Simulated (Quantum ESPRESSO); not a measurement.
BP under changes of volume

One of the cells (11.682 Å³/atom); the others are scaled copies at fixed shape and fractional positions:

```
P B
1.0
     0.00000    2.26900    2.26900
     2.26900    0.00000    2.26900
     2.26900    2.26900    0.00000
P B
1 1
Direct
  0.75000 0.75000 0.75000
  0.00000 0.00000 0.00000
```

```yaml
Program: Quantum ESPRESSO 7.5
Functional: PBE
Dispersion: D3(BJ)
Potentials_or_basis: PseudoDojo 0.4.1 SR PBE standard
Cutoff: 1034 eV
Density_cutoff: 4136 eV
k_mesh: 10 × 10 × 10
Occupations: fermi-dirac, width 0.05 eV
Spin: no spin polarisation
```

```csv
volume (Å³/atom),energy over the lowest point (meV/atom),pressure (GPa),gap on the mesh (eV)
10.981,12.14,8.1,1.17
11.214,3.26,4.1,1.20
11.448,0.00,0.4,1.22
11.682,?,?,?
11.915,8.26,-5.9,1.28
12.149,18.89,-8.7,1.30
12.383,33.31,-11.1,1.33
```

What does the run at 11.682 Å³/atom give?

Energy over the lowest point 1.83 meV/atom; pressure -2.9 GPa; gap on the mesh 1.25 eV.

Worked out: A Birch-Murnaghan fit of order 3 (a polynomial in V^(-2/3)) to the other rows has its minimum at 11.48 Å³/atom with B0 = V·E''(V) = 169 GPa and B' = 3.9. It gives 1.83 meV/atom at 11.682 Å³/atom, against the run's 1.83, and -dE/dV = -2.9 GPa, against -2.9. A straight line through the other rows of the gap, of slope 1.32 eV per unit of ln V, gives 1.25 eV, against the run's 1.25.

Energies are extrapolated to zero smearing.

A mesh can miss the band edges.
